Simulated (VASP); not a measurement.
A run of VASP 6.6.1:

Contents of INCAR:

```
PREC = Accurate ; ENCUT = 600
EDIFF = 1E-7 ; ISMEAR = 1
SIGMA = 0.1 ; LREAL = False
LASPH = True ; NELM = 80
ALGO = Normal ; ISIF = 3
LWAVE = False ; LCHARG = False
METAGGA = R2SCAN ; LMIXTAU = True
IBRION = 2 ; NSW = 90
EDIFFG = -0.005 ; PSTRESS = 600.0
KPAR = 2
```

KPOINTS

```
regular mesh
0
Gamma
  8 8 8
```

Contents of POSCAR:

```
NaCl3                                   
1.0
    4.6016986985      0.0000000000     -0.0000000000
   -0.0000000000      4.6016986985     -0.0000000000
   -0.0000000000     -0.0000000000      4.6016986985
  Na              Cl            
     2     6
Direct
     0.5000000000000000    0.5000000000000000    0.5000000000000000
     1.0000000000000000    0.0000000000000000    1.0000000000000000
     0.5000000000000000    0.0000000000000000    0.7500000000000000
     1.0000000000000000    0.2500000000000000    0.5000000000000000
     0.7500000000000000    0.5000000000000000    1.0000000000000000
     0.5000000000000000    1.0000000000000000    0.2500000000000000
     1.0000000000000000    0.7500000000000000    0.5000000000000000
     0.2500000000000000    0.5000000000000000    0.0000000000000000
```

Potentials or basis: VASP PAW PBE potentials, release 64 (Na_pv, Cl).

Launch:

```console
$ cat potpaw_PBE.64/Na_pv/POTCAR potpaw_PBE.64/Cl/POTCAR > POTCAR
$ mpirun -np 2 vasp_std > vasp.out
```

Hardware: 2 MPI ranks on Intel(R) Xeon(R) Platinum 8488C (Sapphire Rapids), with other jobs on the host.

Question: How long does it take, and how much memory?

Answer: It took 4 min on 2 MPI ranks on Intel(R) Xeon(R) Platinum 8488C (Sapphire Rapids) (shared host), peak memory 0.29 GiB a rank. Counts: scf iterations 23, k points 35, ion steps 1.
